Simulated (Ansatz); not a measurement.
**From the elastic tensor of AlNi at 3 GPa (stress–strain coefficients) to moduli and sound speeds**

Theory: DFT PBE, scalar-relativistic, plane waves, PAW in Ansatz. Settings: 420 eV plane-wave cutoff, Γ-centred 16×16×14 mesh, Fermi-Dirac smearing of 0.15 eV. No spin polarisation.

The structure is cubic, space group Pm-3m (No. 221). Conventional cell: a = 2.877 Å, b = 2.877 Å, c = 2.877 Å, α = 90.00°, β = 90.00°, γ = 90.00°. Al (site symmetry m-3m) is surrounded by 8 Ni at 2.49 Å. Around Ni (site symmetry m-3m) lie 8 Al at 2.49 Å.

In a metal, frequencies and elastic constants depend on the k mesh and the smearing, soft modes and shear constants most. Spin polarisation was left out, and a magnetic state may lie lower.

Relaxed-ion constants (GPa, on the Cartesian axes of the calculation):
C11 = 308.0, C12 = 58.4, C13 = 147.4, C22 = 308.0, C23 = 147.4, C33 = 220.1, C44 = 124.6, C55 = 124.6, C66 = 35.4 GPa; the others vanish.

Density 5.976 g/cm³; 2 atoms in 23.81 Å³.

The values that follow are for a polycrystal of randomly turned grains, by Hill's mean where one number stands. In a crystal this anisotropic the Voigt and Reuss bounds lie far apart, so Hill's mean and the sound speeds and Debye temperature from it are rough.

With S = C⁻¹: B_V = (C11+C22+C33+2(C12+C13+C23))/9, G_V = (C11+C22+C33−C12−C13−C23+3(C44+C55+C66))/15, 1/B_R = S11+S22+S33+2(S12+S13+S23), 15/G_R = 4(S11+S22+S33−S12−S13−S23)+3(S44+S55+S66); Hill is their mean. Then v_l = √((B+4G/3)/ρ), v_t = √(G/ρ), v_m = [(2/v_t³+1/v_l³)/3]^(−1/3) and Θ = (ħ/k_B)·v_m·(6π²n/V)^(1/3) for n atoms in the volume V; E = 9BG/(3B+G), ν = (3B−2G)/(2(3B+G)) and A^U = 5G_V/G_R + B_V/B_R − 6.

```
Bulk modulus, Voigt / Reuss / Hill          : 171.4 / 171.4 / 171.4 GPa
Shear modulus, Voigt / Reuss / Hill         : 89.1 / 62.5 / 75.8 GPa
Young's modulus                             : 198 GPa
Poisson ratio                               : 0.307
Pugh ratio B/G                              : 2.26
Universal anisotropy index                  : 2.13
Longitudinal and transverse sound speeds    : 6752 and 3562 m/s
Debye temperature from the mean sound speed : 519 K
```

Whether AlNi exists in this form wasn't checked.

Cost: 1 run of about 1 core-minutes, on AMD EPYC 9R45 (Zen 5) (shared hosts).